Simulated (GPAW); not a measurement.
Runs of GPAW 26.7.0 on MgS. Symmetry: P6_3mc, No. 186, hexagonal system. Conventional cell: a = 4.035 Å, b = 4.035 Å, c = 6.432 Å, α = 90.00°, β = 90.00°, γ = 120.00°. S (site symmetry 3m) has 4 Mg at 2.45 to 2.47 Å as nearest neighbours. Around Mg (site symmetry 3m) lie 4 S at 2.45 to 2.47 Å. The cell comes from a database or a generator and needn't be the stable form of this composition.

| task | level | potentials or basis | k mesh | band path | band points | gap on the mesh (eV) | pressure (GPa) | V0 of scaled cells (Å³/atom) | B0 (GPa) | largest force (eV/Å) |
| --- | --- | --- | --- | --- | --- | --- | --- | --- | --- | --- |
| equation of state | LDA | the program's PAW data sets (release 1.2.1) made for this functional, pw | 5 × 5 × 3 | - | - | - | - | 21.88 | 62 | - |
| band structure | LDA | the program's PAW data sets (release 1.2.1) made for this functional, pw | 5 × 5 × 3 | GMKGALHA,LM,KH | 80 | (c) | -2.1 | - | - | 0.05 |
| equation of state | PBEsol | PAW data sets generated in the run's folder for this functional, pw | 5 × 5 × 3 | - | - | - | - | (b) | 58 | - |
| band structure | r2SCAN | GPAW PAW data sets (gpaw-data 1.2.1), pw | 5 × 5 × 3 | GMKGALHA,LM,KH | 80 | (a) | 0.1 | - | - | 0.05 |
| band structure | PBEsol | PAW data sets generated in the run's folder for this functional, pw | 5 × 5 × 3 | GMKGALHA,LM,KH | 80 | 3.27 | -0.2 | - | - | 0.04 |
| single point | PBEsol | PAW data sets generated in the run's folder for this functional, pw | 8 × 8 × 4 | - | - | 3.27 | -0.3 | - | - | 0.04 |

Alike in all rows: no spin polarisation; cell as given; cutoff (eV) 800; smearing fermi-dirac 0.05 eV.

Question: Estimate the missing entries.

Answer: (a) 4.12; (b) 22.58; (c) 3.15.

Caveats: the cell was scaled at fixed shape and fractional positions, which overstates the stiffness of a crystal with free parameters, most of all of layers and chains (some runs); the PAW data sets were made with another functional, which shifts forces and pressure a little (some runs).

A k mesh can miss the band edges.

Not every run made on this cell is shown here.
